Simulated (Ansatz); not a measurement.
AlNi:

```
Ni Al
1.0
     2.88100    0.00000    0.00000
     0.00000    2.88100    0.00000
     0.00000    0.00000    2.88100
Ni Al
1 1
Cartesian
  1.4405 1.4405 1.4405
  0.0000 0.0000 0.0000
```

Base run:

- Program: Ansatz 0.2.0
- Functional: PBEsol
- Potentials or basis: Ansatz PAW
- Cutoff: 420 eV (not typed: the program's choice for these potentials)
- k mesh: 8 × 8 × 8
- Occupations: fermi-dirac, width 0.05 eV
- Spin: collinear spin, ferromagnetic start
- Starting moments: [1.5, 0.0] μB
- Fixed moment: 1.5 μB

Its results: pressure 7.1 GPa; site moments Ni +1.03; Al +0.16 μB.

Task: The run is repeated on the same cell with these changes: fixed moment from 1.5 μB to 1 μB; moments at the start from [1.5, 0.0] to [1.0, 0.0]. What comes out?

Result: Pressure 0.5 GPa; site moments Ni +0.71; Al +0.10 μB.

Caveats: the total moment is fixed, so each spin has its own Fermi level; the PAW data sets come from PBE, with cores solved anew for the run's functional, which leaves a small shift of forces and pressure; the thresholds are loose for stress.
